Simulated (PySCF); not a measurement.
## C4H10O: calculation and literature

Geometry:
```json
{"atom": "C1", "x (Å)": "-0.730", "y (Å)": "-1.246", "z (Å)": "0.042"}
{"atom": "C2", "x (Å)": "0.049", "y (Å)": "0.059", "z (Å)": "0.243"}
{"atom": "C3", "x (Å)": "-0.608", "y (Å)": "1.189", "z (Å)": "-0.560"}
{"atom": "C4", "x (Å)": "1.506", "y (Å)": "-0.121", "z (Å)": "-0.183"}
{"atom": "O5", "x (Å)": "0.083", "y (Å)": "0.399", "z (Å)": "1.622"}
{"atom": "H6", "x (Å)": "-1.768", "y (Å)": "-1.123", "z (Å)": "0.347"}
{"atom": "H7", "x (Å)": "-0.708", "y (Å)": "-1.543", "z (Å)": "-1.002"}
{"atom": "H8", "x (Å)": "-0.286", "y (Å)": "-2.037", "z (Å)": "0.642"}
{"atom": "H9", "x (Å)": "-1.648", "y (Å)": "1.314", "z (Å)": "-0.264"}
{"atom": "H10", "x (Å)": "-0.082", "y (Å)": "2.124", "z (Å)": "-0.381"}
{"atom": "H11", "x (Å)": "-0.576", "y (Å)": "0.967", "z (Å)": "-1.623"}
{"atom": "H12", "x (Å)": "1.565", "y (Å)": "-0.386", "z (Å)": "-1.234"}
{"atom": "H13", "x (Å)": "1.964", "y (Å)": "-0.907", "z (Å)": "0.411"}
{"atom": "H14", "x (Å)": "2.055", "y (Å)": "0.800", "z (Å)": "-0.012"}
{"atom": "H15", "x (Å)": "-0.821", "y (Å)": "0.522", "z (Å)": "1.931"}
```

What is known from experiment: δ $^{13}$C C2 69.2; C1/C3/C4 31.2; δ $^{1}$H H6/H7/H8/H9/H10/H11/H12/H13/H14 1.28 ppm (measured; solution, CDCl3, 298 K; Fulmer et al., Organometallics 2010, 29, 2176).
δ $^{13}$C C2 69.1; C1/C3/C4 31.5; δ $^{1}$H H6/H7/H8/H9/H10/H11/H12/H13/H14 1.24 ppm (measured; solution, CD2Cl2, 298 K; Fulmer et al., Organometallics 2010, 29, 2176).
δ $^{13}$C C2 68.9; C1/C3/C4 31.2; δ $^{1}$H H6/H7/H8/H9/H10/H11/H12/H13/H14 1.26 ppm (measured; solution, not stated per compound (mostly CDCl3 or CCl4); Pretsch, Buehlmann, Badertscher, Structure Determination of Organic Compounds, 4th ed. (2009)).
δ $^{13}$C C2 68.2; C1/C3/C4 31.1 ppm (measured; solution, C6D5Cl, 298 K; Fulmer et al., Organometallics 2010, 29, 2176).

Theory: coordinates at the GFN2-xTB level, PBE0/pcSseg-1 with gauge-including orbitals, in PySCF (relativity neglected, single conformer, no solvent model, one averaged value for each set of equivalent atoms).

(1) What does the calculation give, and how does it compare?

(2) How far are the unscaled $^{13}$C shifts from the references?

(3) How far are the unscaled $^{1}$H shifts from the references?

Results:

(1) 
Reference values: measured (solution, CDCl3, 298 K; Fulmer et al., Organometallics 2010, 29, 2176).
```json
{"atoms": "C2", "quantity": "δ $^{13}$C", "reference": "69.2", "computed": "70.6", "computed, scaled": "66.9"}
{"atoms": "C1/C3/C4", "quantity": "δ $^{13}$C", "reference": "31.2", "computed": "33.1", "computed, scaled": "30.2"}
{"atoms": "H6/H7/H8/H9/H10/H11/H12/H13/H14", "quantity": "δ $^{1}$H", "reference": "1.28", "computed": "1.23", "computed, scaled": "1.27"}
```

Reference values: measured (solution, CD2Cl2, 298 K; Fulmer et al., Organometallics 2010, 29, 2176).
| atoms | quantity | reference | computed | computed, scaled |
| --- | --- | --- | --- | --- |
| C2 | δ $^{13}$C | 69.1 | 70.6 | 66.9 |
| C1/C3/C4 | δ $^{13}$C | 31.5 | 33.1 | 30.2 |
| H6/H7/H8/H9/H10/H11/H12/H13/H14 | δ $^{1}$H | 1.24 | 1.23 | 1.27 |

Reference values: measured (solution, not stated per compound (mostly CDCl3 or CCl4); Pretsch, Buehlmann, Badertscher, Structure Determination of Organic Compounds, 4th ed. (2009)).
```tsv
atoms	quantity	reference	computed	computed, scaled
C2	δ $^{13}$C	68.9	70.6	66.9
C1/C3/C4	δ $^{13}$C	31.2	33.1	30.2
H6/H7/H8/H9/H10/H11/H12/H13/H14	δ $^{1}$H	1.26	1.23	1.27
```

Reference values: measured (solution, C6D5Cl, 298 K; Fulmer et al., Organometallics 2010, 29, 2176).
```csv
atoms,quantity,reference,computed,"computed, scaled"
C2,δ $^{13}$C,68.2,70.6,66.9
C1/C3/C4,δ $^{13}$C,31.1,33.1,30.2
```

Computed shifts are σ(ref) − σ with the named reference compound (TMS for H and C) calculated as an isolated molecule at the same level. The measured values may be among those fitted. Empirical linear scaling, fitted to shifts measured mostly in CDCl3 for H and C (δ vs TMS): $^{1}$H: δ = 30.01 − 0.943σ (rms 0.16 ppm, 131 shifts, 0.17 ppm with the 2 outliers that the fit left out); $^{13}$C: δ = 180.61 − 0.978σ (rms 2.1 ppm, 210 shifts, 2.3 ppm with the 2 outliers that the fit left out). A few per cent of atoms miss by over 2 rms, more outside the fitted compound classes. H not on carbon is unscaled (vs computed TMS).

(2) Mean signed difference +1.80 ppm, mean absolute 1.80 ppm over 8 comparisons; the largest is +2.4 ppm at C2 (fully substituted sp3 carbon bonded to O).

(3) Mean signed difference -0.03 ppm, mean absolute 0.03 ppm over 3 comparisons; the largest is -0.05 ppm at H6/H7/H8/H9/H10/H11/H12/H13/H14 (hydrogen on a methyl carbon).

11 of the 47 published NMR values on file for this molecule are compared. The rest: values from further sources, exchangeable protons in solution, protons in aromatic solvents.
